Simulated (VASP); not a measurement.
# Er (Fm-3m) in VASP: further runs

One crystal, Er, is run at these levels: PBE+U; tasks: single point.

Everything below comes from runs of VASP 6.6.1. Logs are shortened: lines on timing, memory, paths and dates and some standing lists are left out, and cuts for length are marked.

**1. The crystal as given**

Symmetry: Fm-3m, No. 225, cubic system. The conventional cell has a = 4.969 Å, b = 4.969 Å, c = 4.969 Å, α = 90.00°, β = 90.00°, γ = 90.00°. Er (site symmetry m-3m) has 12 Er at 3.51 Å as nearest neighbours.

The cell was built by a generator and needn't be a form met in nature.

**2. Single point, PBE+U, collinear spin, typed start**

The input, INCAR:

```
PREC = Accurate
ENCUT = 520
EDIFF = 1E-7
ISMEAR = 0
SIGMA = 0.05
LREAL = False
LASPH = True
NELM = 150
ALGO = Normal
ISIF = 2
LWAVE = False
LCHARG = True
ISPIN = 2
MAGMOM = 3
LORBIT = 11
LMAXMIX = 6
LDAU = True
LDAUTYPE = 2
LDAUL = 3
LDAUU = 6
LDAUJ = 0
LDAUPRINT = 1
GGA = PE
LELF = True
LVHAR = True
NBANDS = 21
```

The input, KPOINTS:

```
Automatic mesh
0
Gamma
  8 8 8
```

The input, POSCAR:

```
Er
1.0
    0.0000000000      2.4845068499      2.4845068499
    2.4845068499      0.0000000000      2.4845068499
    2.4845068499      2.4845068499      0.0000000000
Er
1
Direct
    0.0000000000      0.0000000000      0.0000000000
```

Potentials or basis: VASP PAW PBE potentials, release 64 (Er).

Command:

```console
$ cat potpaw_PBE.64/Er/POTCAR > POTCAR
$ mpirun -np 1 vasp_std > vasp.out
```

OUTCAR:

```text
PREC = Accurate
   ENCUT = 520
   EDIFF = 1E-7
   ISMEAR = 0
   LREAL = False
   LASPH = True
   NELM = 150
   ISIF = 2
   ISPIN = 2
   LORBIT = 11
   GGA = PE

 ion  position               nearest neighbor table
   1  0.000  0.000  0.000-

  LATTYP: Found a face centered cubic cell.
 ALAT       =     4.9690136998

  Lattice vectors:

 A1 = (   0.0000000000,   2.4845068499,   2.4845068499)
 A2 = (   2.4845068499,   0.0000000000,   2.4845068499)
 A3 = (   2.4845068499,   2.4845068499,   0.0000000000)

Analysis of symmetry for initial positions (statically):
=====================================================================
 Subroutine PRICEL returns:
 Original cell was already a primitive cell.

 Routine SETGRP: Setting up the symmetry group for a
 face centered cubic supercell.

 Subroutine GETGRP returns: Found 48 space group operations
 (whereof 48 operations were pure point group operations)
 out of a pool of 48 trial point group operations.

The static configuration has the point symmetry O_h .

Analysis of symmetry for dynamics (positions and initial velocities):
=====================================================================
 Subroutine PRICEL returns:
 Original cell was already a primitive cell.

 Routine SETGRP: Setting up the symmetry group for a
 face centered cubic supercell.

 Subroutine GETGRP returns: Found 48 space group operations
 (whereof 48 operations were pure point group operations)
 out of a pool of 48 trial point group operations.

The dynamic configuration has the point symmetry O_h .

Analysis of structural, dynamic, and magnetic symmetry:
=====================================================================
 Subroutine PRICEL returns:
 Original cell was already a primitive cell.

 Routine SETGRP: Setting up the symmetry group for a
 face centered cubic supercell.

 Subroutine GETGRP returns: Found 48 space group operations
 (whereof 48 operations were pure point group operations)
 out of a pool of 48 trial point group operations.

The overall configuration has the point symmetry O_h .

 Subroutine INISYM returns: Found 48 space group operations
 (whereof 48 operations are pure point group operations),
 and found     1 'primitive' translations

----------------------------------------------------------------------------------------

                                     Primitive cell

  volume of cell :      30.6726

  direct lattice vectors                    reciprocal lattice vectors
     0.000000000  2.484506850  2.484506850    -0.201247181  0.201247181  0.201247181
     2.484506850  0.000000000  2.484506850     0.201247181 -0.201247181  0.201247181
     2.484506850  2.484506850  0.000000000     0.201247181  0.201247181 -0.201247181

  length of vectors
     3.513623283  3.513623283  3.513623283     0.348570343  0.348570343  0.348570343

  position of ions in fractional coordinates (direct lattice)
     0.000000000  0.000000000  0.000000000

  ion indices of the primitive-cell ions
   primitive index   ion index
                 1           1

----------------------------------------------------------------------------------------

 KPOINTS: Automatic mesh

[... 96 lines left out ...]
   GGA     = PE    functional components
   LHFCALC =     F    Hartree Fock is set to
   AEXX    =    0.0000 exact exchange contribution
   IVDW    =     0    specifies the selected vdW correction
   LEPSILON=     F    determine dielectric tensor
   LRPA    =     F    only Hartree local field effects (RPA)
 spin polarized calculation
 Gauss-broadening in eV      SIGMA  =   0.05
  energy-cutoff  :      520.00
  volume of cell :       30.67
 maximum number of plane-waves:       869
 NGX is ok and might be reduce to    28
   NGX = 13   NGY = 13   NGZ = 13

atom =   1  type =  1  l = 3

 onsite density matrix

spin component  1

  0.9943  0.0000  0.0007 -0.0000  0.0000 -0.0000  0.0000
  0.0000  0.9933  0.0000  0.0000  0.0000  0.0000 -0.0000
  0.0007  0.0000  0.9940 -0.0000  0.0000 -0.0000 -0.0000
 -0.0000  0.0000 -0.0000  0.9949  0.0000 -0.0000 -0.0000
  0.0000  0.0000  0.0000  0.0000  0.9940 -0.0000 -0.0007
 -0.0000  0.0000 -0.0000 -0.0000 -0.0000  0.9935  0.0000
  0.0000 -0.0000 -0.0000 -0.0000 -0.0007  0.0000  0.9943

spin component  2

  0.3854 -0.0000 -0.4695  0.0000  0.0000  0.0000 -0.0000
 -0.0000  0.9899 -0.0000 -0.0000  0.0000 -0.0000 -0.0000
 -0.4695 -0.0000  0.6279  0.0000  0.0000 -0.0000  0.0000
  0.0000 -0.0000  0.0000  0.0217 -0.0000  0.0000  0.0000
  0.0000  0.0000  0.0000 -0.0000  0.6279 -0.0000  0.4695
  0.0000 -0.0000 -0.0000  0.0000 -0.0000  0.9916 -0.0000
 -0.0000 -0.0000  0.0000  0.0000  0.4695 -0.0000  0.3854

 occupancies and eigenvectors

  o =  0.0217  v =  0.0000  0.0000  0.0000  0.0000  0.0000  0.0000  0.0000  0.7905  0.0000  0.6123 -0.0000 -0.0105 -0.0000  0.0136      0.0000  0.0000  0.0000  0.0000  0.0000  0.0000  0.0000  0.0000  0.0000  0.0000  0.0000  0.0000  0.0000  0.0000
  o =  0.0217  v =  0.0000  0.0000  0.0000  0.0000  0.0000  0.0000  0.0000  0.0136 -0.0000  0.0105  0.0009  0.6123  0.0000 -0.7905      0.0000  0.0000  0.0000  0.0000  0.0000  0.0000  0.0000  0.0000  0.0000  0.0000  0.0000  0.0000  0.0000  0.0000
  o =  0.0217  v =  0.0000  0.0000  0.0000  0.0000  0.0000  0.0000  0.0000  0.0000  0.0000  0.0000  1.0000 -0.0005 -0.0000  0.0007      0.0000  0.0000  0.0000  0.0000  0.0000  0.0000  0.0000  0.0000  0.0000  0.0000  0.0000  0.0000  0.0000  0.0000
  o =  0.9899  v =  0.0000  0.0000  0.0000  0.0000  0.0000  0.0000  0.0000  0.0000 -1.0000  0.0000  0.0000  0.0000  0.0000  0.0000      0.0000  0.0000  0.0000  0.0000  0.0000  0.0000  0.0000  0.0000  0.0000  0.0000  0.0000  0.0000  0.0000  0.0000
  o =  0.9916  v =  0.0000  0.0000  0.0000  0.0000  0.0000  0.0000  0.0000  0.0000  0.0000 -0.0000  0.0000  0.0002  1.0000  0.0001      0.0000  0.0000  0.0000  0.0000  0.0000  0.0000  0.0000  0.0000  0.0000  0.0000  0.0000  0.0000  0.0000  0.0000
  o =  0.9916  v =  0.0000  0.0000  0.0000  0.0000  0.0000  0.0000  0.0000 -0.6124  0.0000  0.7906  0.0000  0.0000  0.0000 -0.0000      0.0000  0.0000  0.0000  0.0000  0.0000  0.0000  0.0000  0.0000  0.0000  0.0000  0.0000  0.0000  0.0000  0.0000
  o =  0.9916  v =  0.0000  0.0000  0.0000  0.0000  0.0000  0.0000  0.0000  0.0000  0.0000  0.0000 -0.0000  0.7906 -0.0002  0.6124      0.0000  0.0000  0.0000  0.0000  0.0000  0.0000  0.0000  0.0000  0.0000  0.0000  0.0000  0.0000  0.0000  0.0000
  o =  0.9933  v =  0.0000  1.0000 -0.0000  0.0000 -0.0000  0.0000 -0.0000  0.0000  0.0000  0.0000  0.0000  0.0000  0.0000  0.0000      0.0000  0.0000  0.0000  0.0000  0.0000  0.0000  0.0000  0.0000  0.0000  0.0000  0.0000  0.0000  0.0000  0.0000
  o =  0.9935  v =  0.0000 -0.0000  0.0000  0.0000 -0.0001  1.0000 -0.0001  0.0000  0.0000  0.0000  0.0000  0.0000  0.0000  0.0000      0.0000  0.0000  0.0000  0.0000  0.0000  0.0000  0.0000  0.0000  0.0000  0.0000  0.0000  0.0000  0.0000  0.0000
  o =  0.9935  v =  0.0000 -0.0000  0.0000  0.0000 -0.7906 -0.0001 -0.6124  0.0000  0.0000  0.0000  0.0000  0.0000  0.0000  0.0000      0.0000  0.0000  0.0000  0.0000  0.0000  0.0000  0.0000  0.0000  0.0000  0.0000  0.0000  0.0000  0.0000  0.0000
  o =  0.9935  v = -0.6124  0.0000  0.7906 -0.0000  0.0000 -0.0000  0.0000  0.0000  0.0000  0.0000  0.0000  0.0000  0.0000  0.0000      0.0000  0.0000  0.0000  0.0000  0.0000  0.0000  0.0000  0.0000  0.0000  0.0000  0.0000  0.0000  0.0000  0.0000
  o =  0.9949  v = -0.7906 -0.0000 -0.6124  0.0000 -0.0000  0.0000 -0.0000  0.0000  0.0000  0.0000  0.0000  0.0000  0.0000  0.0000      0.0000  0.0000  0.0000  0.0000  0.0000  0.0000  0.0000  0.0000  0.0000  0.0000  0.0000  0.0000  0.0000  0.0000
  o =  0.9949  v =  0.0000  0.0000  0.0000  0.0000  0.6124  0.0000 -0.7906  0.0000  0.0000  0.0000  0.0000  0.0000  0.0000  0.0000      0.0000  0.0000  0.0000  0.0000  0.0000  0.0000  0.0000  0.0000  0.0000  0.0000  0.0000  0.0000  0.0000  0.0000
  o =  0.9949  v =  0.0000 -0.0000  0.0000  1.0000 -0.0000 -0.0000  0.0000  0.0000  0.0000  0.0000  0.0000  0.0000  0.0000  0.0000      0.0000  0.0000  0.0000  0.0000  0.0000  0.0000  0.0000  0.0000  0.0000  0.0000  0.0000  0.0000  0.0000  0.0000

 number of electron      21.9999991 magnetization       3.0173304

 Free energy of the ion-electron system (eV)
  ---------------------------------------------------
  ext. energy  EPLUGINS =         0.00000000
  ---------------------------------------------------
  free energy    TOTEN  =        -3.45564342 eV

  energy without entropy =       -3.45294154  energy(sigma->0) =       -3.45429248

 E-fermi :   2.6718     XC(G=0): -10.2987

 val. band max:        2.6593431170   @ k =   0.3750   0.2500   0.0000
 cond. band min:       2.6970449514   @ k =   0.5000   0.2500   0.1250
 fundamental gap:      0.0377018344
 Fermi energy:         2.6718306227

 spin component 1

 k-point     1 :       0.0000    0.0000    0.0000
  band No.  band energies     occupation
      1     -48.4856      1.00000
      2     -21.9447      1.00000
      3     -21.9447      1.00000
      4     -21.9447      1.00000
      5      -6.1078      1.00000
      6      -6.1078      1.00000
[... 1145 lines left out ...]
     20      15.1858      0.00000
     21      16.2921      0.00000

 [... further k-points ...]

------------------------ aborting loop because EDIFF is reached ----------------------------------------

  FORCE on cell =-STRESS in cart. coord.  units (eV):
  Direction    XX          YY          ZZ          XY          YZ          ZX
  --------------------------------------------------------------------------------------
  -------------------------------------------------------------------------------------
  Total       -0.0047844     -0.0047844     -0.0047844     -0.0000000      0.0000000      0.0000000
  in kB       -0.2499134     -0.2499134     -0.2499134     -0.0000000      0.0000000      0.0000000
  external PRESSURE =      -0.2499134 kB  Pullay stress =       0.0000000 kB

 VOLUME and BASIS-vectors are now :
 -----------------------------------------------------------------------------
  energy-cutoff  :      520.00
  volume of cell :       30.67
      direct lattice vectors                 reciprocal lattice vectors
     0.000000000  2.484506850  2.484506850    -0.201247181  0.201247181  0.201247181
     2.484506850  0.000000000  2.484506850     0.201247181 -0.201247181  0.201247181
     2.484506850  2.484506850  0.000000000     0.201247181  0.201247181 -0.201247181

 POSITION                                       TOTAL-FORCE (eV/Angst)
 -----------------------------------------------------------------------------------
      0.00000      0.00000      0.00000        -0.000000      0.000000     -0.000000
 -----------------------------------------------------------------------------------
    total drift:                               -0.000000     -0.000000     -0.000000

  FREE ENERGIE OF THE ION-ELECTRON SYSTEM (eV)
  ---------------------------------------------------
  free  energy   TOTEN  =        -3.4556434176 eV

  energy  without entropy=       -3.4529415369  energy(sigma->0) =       -3.45429248

 total charge

# of ion       s       p       d       f       tot
--------------------------------------------------
    1        2.148   5.739   0.575  10.982  19.444

 magnetization (x)

# of ion       s       p       d       f       tot
--------------------------------------------------
    1        0.004  -0.020   0.046   2.927   2.957
```

It took 6.6 min on 1 thread of Intel Xeon Platinum 8488C (Sapphire Rapids), shared host; peak memory 0.21 GiB.

What came out:

```
Free energy                                           : -3.4556 eV
Pressure                                              : 0.0 GPa
Band gap on the k mesh                                : none (metal or under the smearing width)
Net moment                                            : 3.02 μB per cell
Site moments                                          : Er +2.96 μB
Valence electrons inside the program's atomic spheres : Er 19.44
```

Eigenvalues of the final occupation matrices:
```
    site  spin  trace                         eigenvalues
site 1 f     1   6.96  0.99 0.99 0.99 0.99 0.99 0.99 0.99
site 1 f     2   4.03  0.02 0.02 0.02 0.99 0.99 0.99 0.99
```

Caveat: the magnetic or orbital state may not be the lowest; spin-orbit coupling is left out, which moves the levels of the heavy elements.

**3. Single point, PBE+U, collinear spin, twin_end start**

This run uses another cell than the first one, of 41.65 Å³/atom, 1.358 times its volume.

The input, INCAR:

```
SYSTEM = Er
ALGO = Normal
EDIFF = 1E-7
ENCUT = 520
GGA = PE
ISIF = 2
ISMEAR = 0
ISPIN = 2
LASPH = .True.
LCHARG = .False.
LDAU = .True.
LDAUJ = 0
LDAUL = 3
LDAUPRINT = 1
LDAUTYPE = 2
LDAUU = 6
LMAXMIX = 6
LORBIT = 11
LREAL = .False.
LWAVE = .False.
MAGMOM = 2.22
NBANDS = 21
NELM = 150
PREC = Accurate
SIGMA = 0.05
```

The input, KPOINTS:

```
k-points
0
Gamma
  8 8 8
  0 0 0
```

The input, POSCAR:

```
Er
1.0
    0.0000000000      2.7512612616      2.7512612616
    2.7512612616      0.0000000000      2.7512612616
    2.7512612616      2.7512612616      0.0000000000
Er
1
Direct
    0.0000000000      0.0000000000      0.0000000000
```

Potentials or basis: VASP PAW PBE potentials, release 64 (Er).

Command:

```console
$ cat potpaw_PBE.64/Er/POTCAR > POTCAR
$ mpirun -np 1 vasp_std > vasp.out
```

Run time: 9 min. Hardware: 1 thread of Intel Xeon Platinum 8488C (Sapphire Rapids), shared host; peak memory 0.25 GiB.

Results (log left out):

```yaml
Free_energy: -3.8232 eV
Pressure: -6.6 GPa
Band_gap_on_the_k_mesh: none (metal or under the smearing width)
Net_moment: 3.80 μB per cell
Site_moments: Er +3.18 μB
Valence_electrons_inside_the_program's_atomic_spheres: Er 19.30
```

Levels at points of the mesh, in eV from the Fermi level:
Spin up:
```csv
k point,band 11,band 12,band 13,band 14,band 15,band 16
"(0.00, 0.00, 0.00)",-8.42,-5.24,1.28,1.28,1.28,3.06
"(0.50, 0.00, 0.00)",-8.40,-2.43,-0.38,1.26,1.26,4.13
"(0.50, 0.50, 0.00)",-8.41,-1.65,-0.89,0.68,4.26,4.38
```
Spin down:
```csv
k point,band 6,band 7,band 8,band 9,band 10,band 11,band 12,band 13
"(0.00, 0.00, 0.00)",-6.82,-6.82,-6.82,-4.51,0.16,0.16,0.16,2.07
"(0.50, 0.00, 0.00)",-6.83,-6.80,-6.80,-1.62,0.08,0.08,0.16,0.34
"(0.50, 0.50, 0.00)",-6.81,-6.80,-6.80,-1.18,-0.02,0.08,0.08,0.08
```

Eigenvalues of the final occupation matrices:
```tsv
site	spin	trace	eigenvalues
site 1 f	1	6.96	0.99 0.99 0.99 0.99 0.99 0.99 0.99
site 1 f	2	4.03	0.02 0.02 0.02 0.99 0.99 0.99 0.99
```

Caveat: the magnetic or orbital state may not be the lowest; spin-orbit coupling is left out, which moves the levels of the heavy elements.
